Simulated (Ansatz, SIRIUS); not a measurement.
One calculation of Hf, 3 ways

```
Hf
1.0
    -1.80500    1.80500    1.80500
     1.80500   -1.80500    1.80500
     1.80500    1.80500   -1.80500
Hf
1
Direct
  0.00000 0.00000 0.00000
```

This isn't the form of Hf at room conditions, which is hcp.

Alike in all runs: task single point; functional PBEsol; k mesh 10 × 10 × 10; occupations fermi-dirac, width 0.05 eV; no spin polarisation; no spin-orbit coupling. Pressure is positive in compression and, in plane waves, holds the error of the finite cutoff, which Ansatz's Pulay term estimates and takes out.

| program and potentials | plane-wave cutoff (eV) | notes | band gap (eV) | pressure (GPa) |
| --- | --- | --- | --- | --- |
| Ansatz, Ansatz PAW | 420 | potentials made for PBE, which Ansatz adapts in part; 26 valence electrons an atom on average; Pulay term of +0.04 GPa included | no gap | -9.01 |
| SIRIUS, PseudoDojo 0.4.1 PBEsol standard (scalar relativistic) | 807 | 12 valence electrons an atom on average | no gap | -8.72 |
| Ansatz, all-electron LAPW, scalar-relativistic | - | - | no gap | -9.00 |

None finds a gap. The pressure spans -9.01 (Ansatz, Ansatz PAW) to -8.72 GPa (SIRIUS, PseudoDojo 0.4.1 PBEsol standard (scalar relativistic)), with all-electron results at -9.00.

The functional is the same throughout but for its coding, so the spread measures potentials, basis and numerics; runs on potential files found faulty are left out.

All three runs put bcc Hf under tension at this volume, so the static PBEsol lattice would contract. The cell is close to the lattice parameter of the high-temperature bcc phase, which suggests that much of the tension reflects missing thermal expansion, with PBEsol's preference for compact metals possibly adding to it. The cohesion that pulls the atoms inward comes largely from the 5d states: with four valence electrons per atom, a group 4 metal fills mainly the bonding part of a broad d band hybridised with s and p states. That partial filling also explains the absence of a gap.

The PAW pressure practically coincides with the all-electron value, while the PseudoDojo run gives slightly weaker tension, perhaps because its smaller valence set leaves the filled 4f shell in the core. This difference is small beside the tension itself, whose sign is secure. The pressure says nothing about whether the bcc lattice resists shear or shuffle distortions towards hcp, since cubic symmetry makes the atomic forces vanish even in an unstable structure.
